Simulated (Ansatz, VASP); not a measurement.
**One calculation of Mg, two programs**

```
Mg
1.0
     3.14771    0.00000    0.00000
    -1.57386    2.72600    0.00000
     0.00000    0.00000    5.03963
Mg
2
Direct
  0.33333 0.66667 0.25000
  0.66667 0.33333 0.75000
```

Alike in both runs: functional LDA; k mesh 12 × 12 × 6; occupations gaussian, width 0.1 eV; no spin polarisation.

Ansatz relaxed the structure, and its values are those at the end. VASP's run is a single point on that final structure, the one shown.

|  | VASP | Ansatz |
| --- | --- | --- |
| version | VASP 6.6.1 | Ansatz 0.2.0 |
| potentials or method | VASP PAW LDA potentials, release 64 (Mg) | scalar-relativistic, plane waves, PAW |
| plane-wave cutoff (eV) | 520 | 420 |
| valence electrons in the cell | 4 | 20 |

|  | VASP | Ansatz | Ansatz less VASP |
| --- | --- | --- | --- |
| gap on the k mesh at the Fermi level (eV) | none | none | - |
| pressure (GPa) | -0.3 | 0.0 | +0.33 |

A gap of «none» marks a metal or a gap that the smearing closes. The two sets of potentials don't hold the same shells in valence. Ansatz warned: «pseudo_functional_mismatch».
